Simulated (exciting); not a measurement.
# Cu (Fm-3m) in exciting: equation of state

Aim: energy against volume of Cu in PBEsol, for its equilibrium volume and stiffness.

Program: exciting (release sodium). These are calculated values, not measurements. Logs are shortened: lines on timing, memory, paths and dates and some standing lists are left out, and cuts for length are marked.

### Step 1. Starting point

It takes space group Fm-3m (No. 225, cubic). Conventional cell: a = 3.615 Å, b = 3.615 Å, c = 3.615 Å, α = 90.00°, β = 90.00°, γ = 90.00°. Cu (site symmetry m-3m) has 12 Cu at 2.56 Å as nearest neighbours.

### Step 2. Equation of state, PBEsol, 11.10 Å³/atom (volume scaled by 0.94)

The input, input.xml:

```xml
<input>
  <title>Cu</title>
  <structure speciespath="./" tshift="false">
    <crystal scale="1">
      <basevect>0.000000000000 3.345952650679 3.345952650679</basevect>
      <basevect>3.345952650679 0.000000000000 3.345952650679</basevect>
      <basevect>3.345952650679 3.345952650679 0.000000000000</basevect>
    </crystal>
    <species speciesfile="Cu.xml" rmt="2">
      <atom coord="0.000000000000 0.000000000000 0.000000000000"/>
    </species>
  </structure>
  <groundstate do="fromscratch" ngridk="13 13 13" rgkmax="9" gmaxvr="14" lmaxapw="10" lmaxmat="10" lmaxvr="8" xctype="GGA_PBE_SOL" stype="Fermi Dirac" swidth="0.00183747" nempty="12" ValenceRelativity="iora*" epsengy="1e-05" epspot="1e-05" maxscl="60" outputlevel="normal"/>
</input>
```

Potentials or basis: all-electron LAPW+lo, shipped species files, valence relativity iora*.

Launch:

```
$ OMP_NUM_THREADS=1 exciting_smp
```

INFO.OUT:

```text
================================================================================
EXCITING SODIUM started
[... 10 lines left out ...]

 Lattice vectors (cartesian) :
      0.0000000000      3.3459526507      3.3459526507
      3.3459526507      0.0000000000      3.3459526507
      3.3459526507      3.3459526507      0.0000000000

 Reciprocal lattice vectors (cartesian) :
     -0.9389232250      0.9389232250      0.9389232250
      0.9389232250     -0.9389232250      0.9389232250
      0.9389232250      0.9389232250     -0.9389232250

 Unit cell volume                           :      74.9185508597
 Brillouin zone volume                      :       3.3109318132

 Species :    1 (Cu)
     parameters loaded from                 :    Cu.xml
     name                                   :    copper
     nuclear charge                         :     -29.00000000
     electronic charge                      :      29.00000000
     atomic mass                            :  115837.27170000
     muffin-tin radius                      :       2.00000000
     # of radial points in muffin-tin       :     350

     atomic positions (lattice) :
       1 :   0.00000000  0.00000000  0.00000000

 Total number of atoms per unit cell        :       1

 Spin treatment                             :    spin-unpolarised

 Number of Bravais lattice symmetries       :      48
 Number of crystal symmetries               :      48

 k-point grid                               :      13   13   13
 Total number of k-points                   :      84
 k-point set is reduced with crystal symmetries

 R^MT_min * |G+k|_max (rgkmax)              :       9.00000000
 Species with R^MT_min                      :       1 (Cu)
 Maximum |G+k| for APW functions            :       4.50000000
 Maximum |G| for potential and density      :      14.00000000

 G-vector grid sizes                        :      24    24    24
 Total number of G-vectors                  :    3479

 Maximum angular momentum used for
     APW functions                          :      10
     computing H and O matrix elements      :      10
     potential and density                  :       8
     inner part of muffin-tin               :       2

 Total nuclear charge                       :     -29.00000000
 Total electronic charge                    :      29.00000000
 Total core charge                          :      12.00000000
 Total valence charge                       :      17.00000000

 Number of empty states                     :      12
 Total number of valence states             :      21

 Maximum Hamiltonian size                   :     137
 Maximum number of plane-waves              :     125
 Total number of local-orbitals             :      12

 Exchange-correlation type                  :      22
[... 23 lines left out ...]
+ SCF iteration number :    1                                                  +
++++++++++++++++++++++++++++++++++++++++++++++++++++++++++++++++++++++++++++++++
 Total energy                               :     -1639.21521635
 _______________________________________________________________
 Fermi energy                               :         0.39112306
 Kinetic energy                             :      1688.30538874
 Coulomb energy                             :     -3261.93093525
 Exchange energy                            :       -63.99581474
 Correlation energy                         :        -1.59385510

 DOS at Fermi energy (states/Ha/cell)       :         8.24535279

 Electron charges :
     core                                   :        12.00000000
     core leakage                           :         0.00160327
     valence                                :        17.00000000
     interstitial                           :         1.92830156
     charge in muffin-tin spheres :
                  atom     1    Cu          :        27.07169844
     total charge in muffin-tins            :        27.07169844
     total charge                           :        29.00000000

++++++++++++++++++++++++++++++++++++++++++++++++++++++++++++++++++++++++++++++++
+ SCF iteration number :    2                                                  +
++++++++++++++++++++++++++++++++++++++++++++++++++++++++++++++++++++++++++++++++
 Total energy                               :     -1656.38985476
 _______________________________________________________________
 Fermi energy                               :         0.33310445
 Kinetic energy                             :      1681.27629883
 Coulomb energy                             :     -3271.24952489
 Exchange energy                            :       -64.81735312
 Correlation energy                         :        -1.59927558

 DOS at Fermi energy (states/Ha/cell)       :         8.89224618

 Electron charges :
     core                                   :        12.00000000
     core leakage                           :         0.00144742
     valence                                :        17.00000000
     interstitial                           :         1.57115310
     charge in muffin-tin spheres :
                  atom     1    Cu          :        27.42884690
     total charge in muffin-tins            :        27.42884690
     total charge                           :        29.00000000

 RMS change in effective potential (target) :  0.705973E-01  ( 0.100000E-04)
 Absolute change in total energy   (target) :   17.1746      ( 0.100000E-04)
 Charge distance                   (target) :  0.393310E-01  ( 0.100000E-04)

++++++++++++++++++++++++++++++++++++++++++++++++++++++++++++++++++++++++++++++++
+ SCF iteration number :    3                                                  +
++++++++++++++++++++++++++++++++++++++++++++++++++++++++++++++++++++++++++++++++
 Total energy                               :     -1654.53536652
 _______________________________________________________________
 Fermi energy                               :         0.33599863
 Kinetic energy                             :      1681.92526821
 Coulomb energy                             :     -3270.13362958
 Exchange energy                            :       -64.72839167
 Correlation energy                         :        -1.59861348

 DOS at Fermi energy (states/Ha/cell)       :         9.06707284

 Electron charges :
     core                                   :        12.00000000
     core leakage                           :         0.00146324
     valence                                :        17.00000000
     interstitial                           :         1.60272789
     charge in muffin-tin spheres :
                  atom     1    Cu          :        27.39727211
     total charge in muffin-tins            :        27.39727211
     total charge                           :        29.00000000
[... 194 lines left out ...]
++++++++++++++++++++++++++++++++++++++++++++++++++++++++++++++++++++++++++++++++
+ SCF iteration number :   11                                                  +
++++++++++++++++++++++++++++++++++++++++++++++++++++++++++++++++++++++++++++++++
 Total energy                               :     -1653.69447481
 _______________________________________________________________
 Fermi energy                               :         0.32794262
 Kinetic energy                             :      1681.80849839
 Coulomb energy                             :     -3269.22110321
 Exchange energy                            :       -64.68357731
 Correlation energy                         :        -1.59829268

 DOS at Fermi energy (states/Ha/cell)       :         8.96312572

 Electron charges :
     core                                   :        12.00000000
     core leakage                           :         0.00146733
     valence                                :        17.00000000
     interstitial                           :         1.60560475
     charge in muffin-tin spheres :
                  atom     1    Cu          :        27.39439525
     total charge in muffin-tins            :        27.39439525
     total charge                           :        29.00000000

 RMS change in effective potential (target) :  0.119696E-07  ( 0.100000E-04)
 Absolute change in total energy   (target) :  0.119306E-05  ( 0.100000E-04)
 Charge distance                   (target) :  0.624205E-08  ( 0.100000E-04)

++++++++++++++++++++++++++++++++++++++++++++++++++++++++++++++++++++++++++++++++
+ SCF iteration number :   12                                                  +
++++++++++++++++++++++++++++++++++++++++++++++++++++++++++++++++++++++++++++++++
 Total energy                               :     -1653.69447549
 _______________________________________________________________
 Fermi energy                               :         0.32794262
 Kinetic energy                             :      1681.80849813
 Coulomb energy                             :     -3269.22110360
 Exchange energy                            :       -64.68357734
 Correlation energy                         :        -1.59829268

 DOS at Fermi energy (states/Ha/cell)       :         8.96312524

 Electron charges :
     core                                   :        12.00000000
     core leakage                           :         0.00146733
     valence                                :        17.00000000
     interstitial                           :         1.60560473
     charge in muffin-tin spheres :
                  atom     1    Cu          :        27.39439527
     total charge in muffin-tins            :        27.39439527
     total charge                           :        29.00000000

 RMS change in effective potential (target) :  0.136231E-08  ( 0.100000E-04)
 Absolute change in total energy   (target) :  0.677783E-06  ( 0.100000E-04)
 Charge distance                   (target) :  0.150481E-08  ( 0.100000E-04)

++++++++++++++++++++++++++++++++++++++++++++++++++++++++++++++++++++++++++++++++
| Convergency criteria checked for the last 2 iterations                       +
| Convergence targets achieved. Performing final SCF iteration                 +
++++++++++++++++++++++++++++++++++++++++++++++++++++++++++++++++++++++++++++++++
 Total energy                               :     -1653.69447558
 _______________________________________________________________
 Fermi energy                               :         0.32794262
 Kinetic energy                             :      1681.80849810
 Coulomb energy                             :     -3269.22110366
 Exchange energy                            :       -64.68357735
 Correlation energy                         :        -1.59829268

 DOS at Fermi energy (states/Ha/cell)       :         8.96312527

 Electron charges :
     core                                   :        12.00000000
     core leakage                           :         0.00146733
     valence                                :        17.00000000
     interstitial                           :         1.60560473
     charge in muffin-tin spheres :
                  atom     1    Cu          :        27.39439527
     total charge in muffin-tins            :        27.39439527
     total charge                           :        29.00000000

++++++++++++++++++++++++++++++++++++++++++++++++++++++++++++++++++++++++++++++++
[... 12 lines left out ...]
| EXCITING SODIUM stopped                                                      =
================================================================================
```

It took 37 s on 1 thread of Intel Xeon Platinum 8175M at 2.50GHz (Skylake/Cascade Lake), shared host; peak memory 0.1 GiB.

What came out:

```yaml
Free_energy: -44999.3218 eV
Band_gap_on_the_k_mesh: none (metal or under the smearing width)
All_electrons_inside_the_program's_atomic_spheres: Cu 27.39 (radii Cu 2.0 bohr)
```

Caveat: the log's total energy holds no entropy term; the free energy is that total less TS from the occupations.

### Step 3. Equation of state, PBEsol, 11.34 Å³/atom (volume scaled by 0.96)

input.xml: that of step 2 with these lines changed.

```diff
@@ -4,5 +4,5 @@
     <crystal scale="1">
-      <basevect>0.000000000000 3.345952650679 3.345952650679</basevect>
-      <basevect>3.345952650679 0.000000000000 3.345952650679</basevect>
-      <basevect>3.345952650679 3.345952650679 0.000000000000</basevect>
+      <basevect>0.000000000000 3.369516473805 3.369516473805</basevect>
+      <basevect>3.369516473805 0.000000000000 3.369516473805</basevect>
+      <basevect>3.369516473805 3.369516473805 0.000000000000</basevect>
     </crystal>
```

Potentials or basis: all-electron LAPW+lo, shipped species files, valence relativity iora*.

Launch:

```
$ OMP_NUM_THREADS=1 exciting_smp
```

Run time: 40 s. Hardware: 1 thread of Intel Xeon Platinum 8175M at 2.50GHz (Skylake/Cascade Lake), shared host; peak memory 0.1 GiB.

It converged, with:

* Free energy: -44999.3241 eV
* Band gap on the k mesh: none (metal or under the smearing width)
* All electrons inside the program's atomic spheres: Cu 27.38 (radii Cu 2.0 bohr)

Caveat: the log's total energy holds no entropy term; the free energy is that total less TS from the occupations.

### Step 4. Equation of state, PBEsol, 11.57 Å³/atom (volume scaled by 0.98)

input.xml: that of step 3 with these lines changed.

```diff
@@ -4,5 +4,5 @@
     <crystal scale="1">
-      <basevect>0.000000000000 3.369516473805 3.369516473805</basevect>
-      <basevect>3.369516473805 0.000000000000 3.369516473805</basevect>
-      <basevect>3.369516473805 3.369516473805 0.000000000000</basevect>
+      <basevect>0.000000000000 3.392755252888 3.392755252888</basevect>
+      <basevect>3.392755252888 0.000000000000 3.392755252888</basevect>
+      <basevect>3.392755252888 3.392755252888 0.000000000000</basevect>
     </crystal>
```

Launch:

```
$ OMP_NUM_THREADS=1 exciting_smp
```

Run time: 39 s. Hardware: 1 thread of Intel Xeon Platinum 8175M at 2.50GHz (Skylake/Cascade Lake), shared host; peak memory 0.1 GiB.

Results (log left out):

| Property | Result |
| --- | --- |
| Free energy | -44999.3212 eV |
| Band gap on the k mesh | none (metal or under the smearing width) |
| All electrons inside the program's atomic spheres | Cu 27.37 (radii Cu 2.0 bohr) |

Caveat: the log's total energy holds no entropy term; the free energy is that total less TS from the occupations.

### Step 5. Equation of state, PBEsol, 11.81 Å³/atom

input.xml: that of step 4 with these lines changed.

```diff
@@ -4,5 +4,5 @@
     <crystal scale="1">
-      <basevect>0.000000000000 3.392755252888 3.392755252888</basevect>
-      <basevect>3.392755252888 0.000000000000 3.392755252888</basevect>
-      <basevect>3.392755252888 3.392755252888 0.000000000000</basevect>
+      <basevect>0.000000000000 3.415679970261 3.415679970261</basevect>
+      <basevect>3.415679970261 0.000000000000 3.415679970261</basevect>
+      <basevect>3.415679970261 3.415679970261 0.000000000000</basevect>
     </crystal>
```

Launch:

```
$ OMP_NUM_THREADS=1 exciting_smp
```

Wall time 43 s (1 thread of Intel Xeon Platinum 8175M at 2.50GHz (Skylake/Cascade Lake), shared host); peak memory 0.1 GiB.

The run converged. Its results:

| Item | Value |
| --- | --- |
| Free energy | -44999.3137 eV |
| Band gap on the k mesh | none (metal or under the smearing width) |
| All electrons inside the program's atomic spheres | Cu 27.35 (radii Cu 2.0 bohr) |

Caveat: the log's total energy holds no entropy term; the free energy is that total less TS from the occupations.

### Step 6. Equation of state, PBEsol, 12.05 Å³/atom (volume scaled by 1.02)

input.xml: that of step 5 with these lines changed.

```diff
@@ -4,5 +4,5 @@
     <crystal scale="1">
-      <basevect>0.000000000000 3.415679970261 3.415679970261</basevect>
-      <basevect>3.415679970261 0.000000000000 3.415679970261</basevect>
-      <basevect>3.415679970261 3.415679970261 0.000000000000</basevect>
+      <basevect>0.000000000000 3.438301026598 3.438301026598</basevect>
+      <basevect>3.438301026598 0.000000000000 3.438301026598</basevect>
+      <basevect>3.438301026598 3.438301026598 0.000000000000</basevect>
     </crystal>
```

Potentials or basis: all-electron LAPW+lo, shipped species files, valence relativity iora*.

Launch:

```
$ OMP_NUM_THREADS=1 exciting_smp
```

It took 48 s on 1 thread of Intel Xeon Platinum 8175M at 2.50GHz (Skylake/Cascade Lake), shared host; peak memory 0.1 GiB.

Results (log left out):

| Quantity | Value |
| --- | --- |
| Free energy | -44999.3022 eV |
| Band gap on the k mesh | none (metal or under the smearing width) |
| All electrons inside the program's atomic spheres | Cu 27.34 (radii Cu 2.0 bohr) |

Caveat: the log's total energy holds no entropy term; the free energy is that total less TS from the occupations.

### Step 7. Equation of state, PBEsol, 12.28 Å³/atom (volume scaled by 1.04)

input.xml: that of step 6 with these lines changed.

```diff
@@ -4,5 +4,5 @@
     <crystal scale="1">
-      <basevect>0.000000000000 3.438301026598 3.438301026598</basevect>
-      <basevect>3.438301026598 0.000000000000 3.438301026598</basevect>
-      <basevect>3.438301026598 3.438301026598 0.000000000000</basevect>
+      <basevect>0.000000000000 3.460628282301 3.460628282301</basevect>
+      <basevect>3.460628282301 0.000000000000 3.460628282301</basevect>
+      <basevect>3.460628282301 3.460628282301 0.000000000000</basevect>
     </crystal>
```

Launch:

```
$ OMP_NUM_THREADS=1 exciting_smp
```

Run time: 49 s. Hardware: 1 thread of Intel Xeon Platinum 8175M at 2.50GHz (Skylake/Cascade Lake), shared host; peak memory 0.1 GiB.

The run converged. Its results:

```yaml
Free_energy: -44999.2873 eV
Band_gap_on_the_k_mesh: none (metal or under the smearing width)
All_electrons_inside_the_program's_atomic_spheres: Cu 27.33 (radii Cu 2.0 bohr)
```

Caveat: the log's total energy holds no entropy term; the free energy is that total less TS from the occupations.

### Step 8. Equation of state, PBEsol, 12.52 Å³/atom (volume scaled by 1.06)

input.xml: that of step 7 with these lines changed.

```diff
@@ -4,5 +4,5 @@
     <crystal scale="1">
-      <basevect>0.000000000000 3.460628282301 3.460628282301</basevect>
-      <basevect>3.460628282301 0.000000000000 3.460628282301</basevect>
-      <basevect>3.460628282301 3.460628282301 0.000000000000</basevect>
+      <basevect>0.000000000000 3.482671094916 3.482671094916</basevect>
+      <basevect>3.482671094916 0.000000000000 3.482671094916</basevect>
+      <basevect>3.482671094916 3.482671094916 0.000000000000</basevect>
     </crystal>
```

Launch:

```
$ OMP_NUM_THREADS=1 exciting_smp
```

It took 48 s on 1 thread of Intel Xeon Platinum 8175M at 2.50GHz (Skylake/Cascade Lake), shared host; peak memory 0.1 GiB.

The run converged. Its results:

```
Free energy                                       : -44999.2692 eV
Band gap on the k mesh                            : none (metal or under the smearing width)
All electrons inside the program's atomic spheres : Cu 27.32 (radii Cu 2.0 bohr)
```

Caveat: the log's total energy holds no entropy term; the free energy is that total less TS from the occupations.

### Step 9. Equation of state, PBEsol

Potentials or basis: all-electron LAPW+lo, shipped species files, valence relativity iora*.

This step only gathers the single runs of the series.

What came out:

* Equilibrium volume: 11.32 Å³/atom
* Bulk modulus: 169 GPa
* Pressure derivative of the bulk modulus: 5.1 (rough: it moves with the points fitted)

Energy against volume, from the lowest point:
```tsv
volume (Å³/atom)	energy (meV/atom)
11.102	2.28
11.338	0.00
11.574	2.93
11.810	10.40
12.047	21.90
12.283	36.78
12.519	54.94
```
